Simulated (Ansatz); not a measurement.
**A defect in a wire: (4,0) C nanotube, N in place of one C**

Wanted: the relaxed defect and the transmission past it, beside the channels of the perfect wire.

Main program and level: Ansatz 0.2.0; DFT PBE, plane waves, PAW; relaxation of a wire's period, in the first sound run; inputs show where later runs differ.

### 1. The structure

The cell holds 16 atoms: 16 C. Cell: a = 9.932 Å, b = 9.932 Å, c = 4.260 Å, α = 90.0°, β = 90.0°, γ = 90.0°. Vacuum lies along a and b. The structure's axis is c.

### 2. The relaxed wire

Band widths follow the bond lengths, so the wire is relaxed first. The atoms and the third cell vector are free; the box across stays fixed as vacuum. A Fermi-Dirac smearing is set since the result may be a metal. The pressure printed is a third of the stress's trace over the whole box, vacuum included; only the stress along the axis is relaxed.

The input, input.yaml:

```yaml
crystal:
  lattice:
    - [9.932, 0.0, 0.0]
    - [0.0, 9.932, 0.0]
    - [0.0, 0.0, 4.26]
  atoms:
    - { symbol: C, position: [0.342327829, 0.499977252, 0.0] }
    - { symbol: C, position: [0.499977252, 0.657626674, 0.0] }
    - { symbol: C, position: [0.499977252, 0.342327829, 0.0] }
    - { symbol: C, position: [0.657626674, 0.499977252, 0.0] }
    - { symbol: C, position: [0.342327829, 0.499977252, 0.333333333] }
    - { symbol: C, position: [0.499977252, 0.657626674, 0.333333333] }
    - { symbol: C, position: [0.499977252, 0.342327829, 0.333333333] }
    - { symbol: C, position: [0.657626674, 0.499977252, 0.333333333] }
    - { symbol: C, position: [0.388502276, 0.611452227, 0.5] }
    - { symbol: C, position: [0.388502276, 0.388502276, 0.5] }
    - { symbol: C, position: [0.611452227, 0.611452227, 0.5] }
    - { symbol: C, position: [0.611452227, 0.388502276, 0.5] }
    - { symbol: C, position: [0.388502276, 0.611452227, 0.833333333] }
    - { symbol: C, position: [0.388502276, 0.388502276, 0.833333333] }
    - { symbol: C, position: [0.611452227, 0.611452227, 0.833333333] }
    - { symbol: C, position: [0.611452227, 0.388502276, 0.833333333] }
kpoints:
  mp_grid: { grid: [1, 1, 19] }
scf:
  occupations: { method: fermi_dirac, width: 0.05 }
hamiltonian:
  xc: pbe
relax:
  cell: { fix: [a, b, alpha, beta, gamma] }
  max_steps: 60
```

The run is started by

```
ansatz run input.yaml --threads 4 --pin off --max-ram 16384MiB --backend cpu --events-out ev --progress --plain --runs-dir out
```

Numbers of over 12 decimals in the logs are rounded to 6 here.

Log:

```text
Engine: ansatz 0.2.0, aarch64-unknown-linux-gnu
Pseudopotentials: kind: paw
Pseudopotential: C, paw, valence charge 4, recommended cutoff 420 eV (normal), C.paw.azcp
Functional definition: PBE
  parameter kappa = 0.804
  parameter beta = 0.066725
  exchange = pbe_x(kappa = kappa, mu = beta*pi^2/3)
  correlation = pbe_c(beta = beta)
Crystal: 16 atoms, lattice volume = 420.226 Å³
Basis set: ecut = 420 eV, 8195 PW (Γ), exchange–correlation on 144×144×60 points (8 copies of the dense FFT grid, shifted against one another)
Bands: 48, of which v1, the nominal top of the filled ones, is band 32 counted from 1 (31 counted from 0)
Symmetry: 16 space group operations
Space group: P4/mmm (ITA 123), of the structure as read, at distance tolerance 7.5e-5 Å
k-points: 10 of 19
Non-local potential: C, projectors of the file, l = 0: 2, l = 1: 2, l = 2: 1
PAW form: soft (Blöchl's): semilocal exchange-correlation on the pseudo side does not see the compensation charge
PAW one-centre angular grid: C, 110 points (default); XC on 64 Gauss nodes
Initial density: superposition of atomic densities (neutral atoms: chi_scale 0, normalization atom), corrected by the library's trained network
Initial wavefunctions: pseudopotential atomic-orbital guess
Functional: x = pbe(κ = 0.804, μ = 0.219515), c = pbe(β = 0.066725)
SCF iter   1: F=—  HF=-4000.759177 eV  |F-HF|=—  |Δ(HF+E_count)|=         —  Δρ=7.08e-3  dr2=1.08e-1  ethr=1.77e-3  ⟨swp⟩=12.1  Hψ=3260  notcnv=0  defer=55
preconditioner: auto → LDOS  [metal: Δε(μ)=0.043 eV  Ē_g=14.052 eV  σ=0.050 eV  W_gap=0.21  n_scr=54 (ndim 8)  ℏωp=14.5 eV  f_vac=0.637  D(μ)=8.24/eV (n_scr^D=42)  β→1.0]
SCF iter   2: F=—  HF=-4000.778898 eV  |F-HF|=—  |Δ(HF+E_count)|=   1.97e-2  Δρ=1.54e-3  dr2=7.97e-3  ethr=1.68e-4  ⟨swp⟩=3.9  Hψ=994  notcnv=0  defer=86
SCF iter   3: F=—  HF=-4000.781795 eV  |F-HF|=—  |Δ(HF+E_count)|=   2.90e-3  Δρ=4.31e-4  dr2=7.21e-4  ethr=1.25e-5  ⟨swp⟩=2.4  Hψ=808  notcnv=0  defer=86
SCF iter   4: F=—  HF=-4000.782224 eV  |F-HF|=—  |Δ(HF+E_count)|=   4.30e-4  Δρ=1.54e-4  dr2=1.09e-4  ethr=1.13e-6  ⟨swp⟩=2.1  Hψ=761  notcnv=0  defer=86
SCF iter   5: F=—  HF=-4000.782314 eV  |F-HF|=—  |Δ(HF+E_count)|=   8.99e-5  Δρ=4.37e-5  dr2=5.08e-6  ethr=1.71e-7  ⟨swp⟩=2.1  Hψ=729  notcnv=0  defer=86
SCF iter   6: F=—  HF=-4000.782473 eV  |F-HF|=—  |Δ(HF+E_count)|=   1.59e-4  Δρ=9.16e-6  dr2=3.35e-7  ethr=7.94e-9  ⟨swp⟩=2.1  Hψ=784  notcnv=0  defer=86
SCF iter   7: F=-4000.782475 eV  HF=-4000.782474 eV  |F-HF|=1.07e-7  |Δ(HF+E_count)|=   1.02e-6  Δρ=2.31e-6  dr2=2.17e-8  ethr=1.56e-10  ⟨swp⟩=5.0  Hψ=1768  notcnv=0
SCF 1 converged in 7 iterations: F = -4000.782475 eV  dr2 = 2.17e-8
  greatest PAW one-centre occupation: 0.684 electrons in one spin orbital (limit 2), on the C atom at site 15 (counted from 0), in its partial waves of l = 0
relax step   1: F+E_penalty+E_count = -4000.78247460 eV  Δ(F+E_penalty+E_count) = +0.000e0 eV  max|allowed force component| = 2.360e0 eV/Å  Δτ_max = 0.0000 Å  P = +8.733 GPa  Ω = 420.226 Å³  fix = [a, b, alpha, beta, gamma]  reactions: a +11.211, b +11.211 GPa  (7 SCF iters, dr2 threshold 1.00e-7 eV, accepted)
Crystal: 16 atoms, lattice volume = 419.466 Å³
Basis set: ecut = 420 eV, 8187 PW (Γ), exchange–correlation on 144×144×60 points (8 copies of the dense FFT grid, shifted against one another)
Initial density: handed on by an earlier stage of this run
Initial wavefunctions: those handed on with the density
iter 1 solved again at ethr=1.33e-3 eV; its pass at ethr=3.10e-3 eV (dr2=8.49e-1 eV) is discarded
SCF iter   1: F=—  HF=-4002.717880 eV  |F-HF|=—  |Δ(HF+E_count)|=         —  Δρ=1.41e-2  dr2=7.98e-1  ethr=1.33e-3  ⟨swp⟩=2.8  Hψ=2095  notcnv=0
preconditioner: auto → LDOS  [insulator: Δε(μ)=0.211 eV  Ē_g=13.456 eV  σ=0.050 eV  W_gap=0.60  n_scr=54 (ndim 8)  ℏωp=14.5 eV  f_vac=0.624  D(μ)=5.19/eV (n_scr^D=22)  ε∞_Penn≈2.2  β→1.0]
SCF iter   2: F=—  HF=-4002.560762 eV  |F-HF|=—  |Δ(HF+E_count)|=   1.57e-1  Δρ=7.41e-3  dr2=3.24e-1  ethr=1.25e-3  ⟨swp⟩=3.8  Hψ=1268  notcnv=0  defer=8
SCF iter   3: F=—  HF=-4002.484123 eV  |F-HF|=—  |Δ(HF+E_count)|=   7.66e-2  Δρ=1.12e-3  dr2=3.85e-3  ethr=5.06e-4  ⟨swp⟩=3.2  Hψ=852  notcnv=0  defer=53
SCF iter   4: F=—  HF=-4002.485169 eV  |F-HF|=—  |Δ(HF+E_count)|=   1.05e-3  Δρ=2.47e-4  dr2=2.31e-4  ethr=6.01e-6  ⟨swp⟩=2.0  Hψ=810  notcnv=0  defer=71
SCF iter   5: F=—  HF=-4002.485422 eV  |F-HF|=—  |Δ(HF+E_count)|=   2.53e-4  Δρ=7.26e-5  dr2=3.33e-5  ethr=3.62e-7  ⟨swp⟩=2.0  Hψ=806  notcnv=0  defer=71
SCF iter   6: F=—  HF=-4002.485423 eV  |F-HF|=—  |Δ(HF+E_count)|=   5.54e-7  Δρ=1.49e-5  dr2=1.77e-6  ethr=5.20e-8  ⟨swp⟩=2.0  Hψ=697  notcnv=0  defer=71
SCF iter   7: F=-4002.485423 eV  HF=-4002.485423 eV  |F-HF|=1.80e-7  |Δ(HF+E_count)|=   4.11e-7  Δρ=4.55e-6  dr2=6.84e-8  ethr=2.50e-9  ⟨swp⟩=5.0  Hψ=1602  notcnv=0
SCF 2 converged in 7 iterations: F = -4002.485423 eV  dr2 = 6.84e-8
  greatest PAW one-centre occupation: 0.672 electrons in one spin orbital (limit 2), on the C atom at site 12 (counted from 0), in its partial waves of l = 0
relax step   2: F+E_penalty+E_count = -4002.48542312 eV  Δ(F+E_penalty+E_count) = -1.703e0 eV  max|allowed force component| = 1.492e0 eV/Å  Δτ_max = 0.0628 Å  P = +3.198 GPa  Ω = 419.466 Å³  energy of the carried Pulay correction = +8.605e-4 eV  fix = [a, b, alpha, beta, gamma]  reactions: a +5.514, b +5.514 GPa  (7 SCF iters, dr2 threshold 1.60e-6 eV, accepted)
Crystal: 16 atoms, lattice volume = 412.635 Å³
Basis set: ecut = 420 eV, 8033 PW (Γ), exchange–correlation on 144×144×60 points (8 copies of the dense FFT grid, shifted against one another)
iter 1 solved again at ethr=1.35e-3 eV; its pass at ethr=3.10e-3 eV (dr2=8.62e-1 eV) is discarded
SCF iter   1: F=—  HF=-4003.385720 eV  |F-HF|=—  |Δ(HF+E_count)|=         —  Δρ=1.59e-2  dr2=8.43e-1  ethr=1.35e-3  ⟨swp⟩=3.1  Hψ=2370  notcnv=0  defer=3
preconditioner: auto → LDOS  [metal: Δε(μ)=0.004 eV  Ē_g=13.318 eV  σ=0.050 eV  W_gap=0.02  n_scr=54 (ndim 8)  ℏωp=14.6 eV  f_vac=0.609  D(μ)=3.23/eV (n_scr^D=8)  β→1.0]
SCF iter   2: F=—  HF=-4003.270183 eV  |F-HF|=—  |Δ(HF+E_count)|=   1.16e-1  Δρ=8.19e-3  dr2=5.29e-1  ethr=1.32e-3  ⟨swp⟩=4.0  Hψ=1213  notcnv=0  defer=3
SCF iter   3: F=—  HF=-4003.111487 eV  |F-HF|=—  |Δ(HF+E_count)|=   1.59e-1  Δρ=9.88e-4  dr2=2.15e-3  ethr=8.26e-4  ⟨swp⟩=3.1  Hψ=861  notcnv=0  defer=29
SCF iter   4: F=—  HF=-4003.111056 eV  |F-HF|=—  |Δ(HF+E_count)|=   4.30e-4  Δρ=1.77e-4  dr2=6.83e-5  ethr=3.35e-6  ⟨swp⟩=2.3  Hψ=847  notcnv=0  defer=79
SCF iter   5: F=—  HF=-4003.111204 eV  |F-HF|=—  |Δ(HF+E_count)|=   1.48e-4  Δρ=3.66e-5  dr2=4.03e-6  ethr=1.07e-7  ⟨swp⟩=2.0  Hψ=706  notcnv=0  defer=79
SCF iter   6: F=-4003.111208 eV  HF=-4003.111208 eV  |F-HF|=9.84e-8  |Δ(HF+E_count)|=   3.54e-6  Δρ=1.06e-5  dr2=5.29e-7  ethr=2.50e-9  ⟨swp⟩=5.0  Hψ=1732  notcnv=0
SCF 3 converged in 6 iterations: F = -4003.111208 eV  dr2 = 5.29e-7
  greatest PAW one-centre occupation: 0.666 electrons in one spin orbital (limit 2), on the C atom at site 7 (counted from 0), in its partial waves of l = 0
relax step   3: F+E_penalty+E_count = -4003.11120756 eV  Δ(F+E_penalty+E_count) = -6.258e-1 eV  max|allowed force component| = 2.345e-1 eV/Å  Δτ_max = 0.0666 Å  P = +0.389 GPa  Ω = 412.635 Å³  energy of the carried Pulay correction = +8.665e-3 eV  fix = [a, b, alpha, beta, gamma]  reactions: a -0.403, b -0.403 GPa  (6 SCF iters, dr2 threshold 1.60e-6 eV, accepted)
[...]
relax step   4: F+E_penalty+E_count = -4003.13962144 eV  Δ(F+E_penalty+E_count) = -2.841e-2 eV  max|allowed force component| = 9.463e-2 eV/Å  Δτ_max = 0.0088 Å  P = -0.052 GPa  Ω = 415.832 Å³  energy of the carried Pulay correction = +4.997e-3 eV  fix = [a, b, alpha, beta, gamma]  reactions: a -0.029, b -0.029 GPa  (5 SCF iters, dr2 threshold 1.60e-6 eV, accepted)
[...]
relax step   5: F+E_penalty+E_count = -4003.14013822 eV  Δ(F+E_penalty+E_count) = -5.168e-4 eV  max|allowed force component| = 1.879e-2 eV/Å  Δτ_max = 0.0008 Å  P = -0.051 GPa  Ω = 415.953 Å³  energy of the carried Pulay correction = +4.858e-3 eV  fix = [a, b, alpha, beta, gamma]  reactions: a -0.039, b -0.039 GPa  (3 SCF iters, dr2 threshold 5.60e-7 eV, accepted)
[...]
relax step   6: F+E_penalty+E_count = -4003.14030284 eV  Δ(F+E_penalty+E_count) = -1.646e-4 eV  max|allowed force component| = 8.784e-3 eV/Å  Δτ_max = 0.0003 Å  P = +0.015 GPa  Ω = 415.825 Å³  energy of the carried Pulay correction = +5.005e-3 eV  fix = [a, b, alpha, beta, gamma]  reactions: a -0.016, b -0.016 GPa  (4 SCF iters, dr2 threshold 2.21e-8 eV, accepted)
[...]
relax step   7: F+E_penalty+E_count = -4003.14021502 eV  Δ(F+E_penalty+E_count) = +8.782e-5 eV  max|allowed force component| = 5.737e-4 eV/Å  Δτ_max = 0.0000 Å  P = -0.018 GPa  Ω = 415.919 Å³  energy of the carried Pulay correction = +4.897e-3 eV  fix = [a, b, alpha, beta, gamma]  reactions: a -0.021, b -0.021 GPa  (4 SCF iters, dr2 threshold 1.43e-8 eV, accepted)
Initial wavefunctions: pseudopotential atomic-orbital guess (no wavefunctions were taken with the density)
iter 1 solved again at ethr=6.71e-8 eV; its pass at ethr=3.10e-3 eV (dr2=4.29e-5 eV) is discarded
SCF iter   1: F=—  HF=-4003.135550 eV  |F-HF|=—  |Δ(HF+E_count)|=         —  Δρ=4.03e-5  dr2=8.51e-7  ethr=6.71e-8  ⟨swp⟩=8.7  Hψ=5483  notcnv=0  defer=4
preconditioner: auto → LDOS  [metal: Δε(μ)=0.048 eV  Ē_g=13.360 eV  σ=0.050 eV  W_gap=0.24  n_scr=54 (ndim 8)  ℏωp=14.6 eV  f_vac=0.614  D(μ)=3.06/eV (n_scr^D=8)  β→1.0]
SCF iter   2: F=—  HF=-4003.135671 eV  |F-HF|=—  |Δ(HF+E_count)|=   1.20e-4  Δρ=3.02e-6  dr2=1.76e-8  ethr=1.33e-9  ⟨swp⟩=2.2  Hψ=858  notcnv=0  defer=3
SCF iter   3: F=—  HF=-4003.135671 eV  |F-HF|=—  |Δ(HF+E_count)|=  1.50e-10  Δρ=5.10e-7  dr2=8.00e-10  ethr=2.74e-11  ⟨swp⟩=3.1  Hψ=986  notcnv=0  defer=3
SCF iter   4: F=-4003.135671 eV  HF=-4003.135671 eV  |F-HF|=1.50e-11  |Δ(HF+E_count)|=  2.05e-11  Δρ=1.02e-7  dr2=2.97e-11  ethr=1.00e-12  ⟨swp⟩=5.0  Hψ=1732  notcnv=0
SCF 8 converged in 4 iterations: F = -4003.135671 eV  dr2 = 2.97e-11
relax step   8: F+E_penalty+E_count = -4003.13567051 eV  Δ(F+E_penalty+E_count) = +4.545e-3 eV  max|allowed force component| = 7.891e-4 eV/Å  Δτ_max = 0.0000 Å  P = -0.024 GPa  Ω = 415.919 Å³  fix = [a, b, alpha, beta, gamma]  reactions: a -0.014, b -0.014 GPa  stress off target by 4.50e-2 GPa on what of the cell is left free  SCF on the basis re-selected at this cell (its energy is not comparable with the rows above)  (4 SCF iters)
basis re-selected at this cell: Δ(F+E_penalty+E_count) = +4.545e-3 eV, ΔP = -0.006 GPa vs the last step (what re-selecting the basis moved, of the pressure what is left beyond the Pulay correction that the steps carried, after the strain that the cell walked since its last selection, with what the two solves' SCF thresholds leave and, on support functions, any second-order correction that the steps lacked; it is no m [...]
SCF converged after 4 iterations
Free energy (F): -4003.135671 eV
Harris-Foulkes:  -4003.135671 eV  (|F-HF|=1.50e-11)
Internal energy: -4003.113420 eV  (E = F + TS)
E sigma→0 (E₀):  -4003.124545 eV
Entropy (-TS):   -0.022251 eV (-1.391 meV/atom)
Fermi energy:    -1.685232 eV
--- Per-component energies (eV) ---
  E_band       = -619.658622
  E_kinetic    = 1442.455251
  E_local      = -12735.138496  (includes V_loc(G=0)·N_el)
  E_nonlocal   = 435.012881
  E_hartree    = 5644.022259
  E_xc         = -762.451308
  E_vxc        = -943.685888  (∫ρ·V_xc dr)
  E_paw        = -1587.503432  (= ΣΔE_a)
  E_vpaw       = -106.347228  (= ΣTr[D̂ρ^β])
  E_aug_tail   = 0.000119  (compensation charges beyond the density's cutoff)
  E_ewald      = 3560.489307
  E_smearing   = -0.022251  (= −TS)
  E_closure    = -0.000000  (closes the sum)
  Σ components = -4003.135671   (vs F -4003.135671, Δ=0.00e0)
--- Forces (eV/Å), atoms counted from 1 ---
  atom   1  C     -0.00019365     0.00000000     0.00078910
  atom   2  C     -0.00000000     0.00019365     0.00078910
  atom   3  C     -0.00000000    -0.00019365     0.00078910
  atom   4  C      0.00019365     0.00000000     0.00078910
  atom   5  C     -0.00019365    -0.00000000    -0.00078910
  atom   6  C     -0.00000000     0.00019365    -0.00078910
  atom   7  C     -0.00000000    -0.00019365    -0.00078910
  atom   8  C      0.00019365     0.00000000    -0.00078910
  atom   9  C      0.00008178    -0.00008178     0.00028133
  atom  10  C      0.00008178     0.00008178     0.00028133
  atom  11  C     -0.00008178    -0.00008178     0.00028133
  atom  12  C     -0.00008178     0.00008178     0.00028133
  atom  13  C      0.00008178    -0.00008178    -0.00028133
  atom  14  C      0.00008178     0.00008178    -0.00028133
  atom  15  C     -0.00008178    -0.00008178    -0.00028133
  atom  16  C     -0.00008178     0.00008178    -0.00028133
  max |Σ_I F_I| component: 2.17e-19 eV/Å
--- Stress (GPa, compression-positive) ---
       -0.014227       0.000000       0.000000
        0.000000      -0.014227       0.000000
        0.000000       0.000000      -0.045013
  P = ⅓ Tr σ = -0.0245 GPa (-0.245 kbar)
--- Relaxed structure (7 steps of the walk, 7 accepted, 1 SCFs on fresh bases) ---
  F+E_penalty+E_count = -4003.13567051 eV   max|allowed force component| = 7.891e-4 eV/Å   (the final SCF, on the basis selected at the relaxed cell)
  cell:  # Å, volume = 415.9193 Å³
    - [9.932, 0.0, 0.0]
    - [0.0, 9.932, 0.0]
    - [0.0, 0.0, 4.216340]
  atoms:
    - { symbol: C, position: [0.330193, 0.499977251625, 0.00206696] }
    - { symbol: C, position: [0.499977251625, 0.669762, 0.00206696] }
    - { symbol: C, position: [0.499977251625, 0.330193, 0.00206696] }
    - { symbol: C, position: [0.669762, 0.499977251625, 0.00206696] }
    - { symbol: C, position: [0.330193, 0.499977251625, 0.331266] }
    - { symbol: C, position: [0.499977251625, 0.669762, 0.331266] }
    - { symbol: C, position: [0.499977251625, 0.330193, 0.331266] }
    - { symbol: C, position: [0.669762, 0.499977251625, 0.331266] }
    - { symbol: C, position: [0.379906, 0.620048, 0.502108] }
    - { symbol: C, position: [0.379906, 0.379906, 0.502108] }
    - { symbol: C, position: [0.620048, 0.620048, 0.502108] }
    - { symbol: C, position: [0.620048, 0.379906, 0.502108] }
    - { symbol: C, position: [0.379906, 0.620048, 0.831226] }
    - { symbol: C, position: [0.379906, 0.379906, 0.831226] }
    - { symbol: C, position: [0.620048, 0.620048, 0.831226] }
    - { symbol: C, position: [0.620048, 0.379906, 0.831226] }
```

Run time: 26 s. Hardware: 4 threads of Arm Neoverse V1, shared host; peak memory 0.88 GiB.

Step by step:

```csv
step,energy less that of the first step (eV),largest force component (eV/Å),pressure (GPa),volume (Å³)
1,0.0000,2.3600,8.73,420.23
2,-1.7029,1.4922,3.20,419.47
3,-2.3287,0.2345,0.39,412.63
4,-2.3571,0.0946,-0.05,415.83
5,-2.3577,0.0188,-0.05,415.95
6,-2.3578,0.0088,0.01,415.82
7,-2.3577,0.0006,-0.02,415.92
8*,-2.3532,0.0008,-0.02,415.92
```

Relaxation steps marked * repeat the geometry before them on a plane-wave basis chosen anew for their cell, so energy and pressure can jump there.

Forces are held to the 16 operations that the run works with; a distortion that breaks them can't arise in this run.

```csv
cell as run,before,after,change
c (Å),4.260,4.216,-1.0 %
```

The atoms that moved most (Å, along periodic axes as changes of fractional coordinates times the final cell, across vacuum about the mean position):

```csv
atom,dx,dy,dz,length
C11,0.085,0.085,0.009,0.121
C15,0.085,0.085,-0.009,0.121
C9,-0.085,0.085,0.009,0.121
C12,0.085,-0.085,0.009,0.121
C13,-0.085,0.085,-0.009,0.121
C16,0.085,-0.085,-0.009,0.121
C10,-0.085,-0.085,0.009,0.121
C14,-0.085,-0.085,-0.009,0.121
```

Numbers from this step:

- energy at zero smearing: -4003.1245 eV
- cell length along the wire: 4.216 Å

The cell's length comes to 4.216 Å with spin left out.

[end of part 1 of 4]

[Logs are printed without paths, hosts, clocks, repeated set-up lines and the standing remarks that a program may print on its own settings, such as how far it seeks lower states.]

[Hosts, paths, dates, database ids (printed as entryN), source tags and the programs' standing remarks are cut or masked in the printed files.]
